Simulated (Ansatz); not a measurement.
# Ge: how the free axis answers a strain

Ge, Fd-3m, a = 5.760 Å. Ansatz: PBE, PAW, 420 eV, Γ-centred 14×14×10 mesh on 4 atoms, Gaussian smearing 0.10 eV; no spin polarisation. Series: biaxial strain in the a-b plane, c and atoms relaxed; x is the strain in per cent. The axes a, b, c are those of the computed cell (4.073, 4.073, 5.760 Å), along [1 1 0], [-1 1 0], [0 0 1] of the cell named above. y is the change of c in per cent of 5.760 Å.

```
x (%) y (%)
 -6.0   4.37
 -4.0   2.87
 -2.0      ?
  0.0   0.00
  2.0  -1.39
  4.0  -2.86
  6.0  -4.36
```

Fit y = c1 x + c2 x² to the other rows, say what c1 measures, and predict the missing y.

Least squares on the rows shown. y = −0.7230 x + 0.0002384 x². With no stress along c, c1 = −2C12/C11 = -0.723. At x = -2.0 the fit asked for gives 1.45 %. The run gave 1.45 %, the same to the digits shown.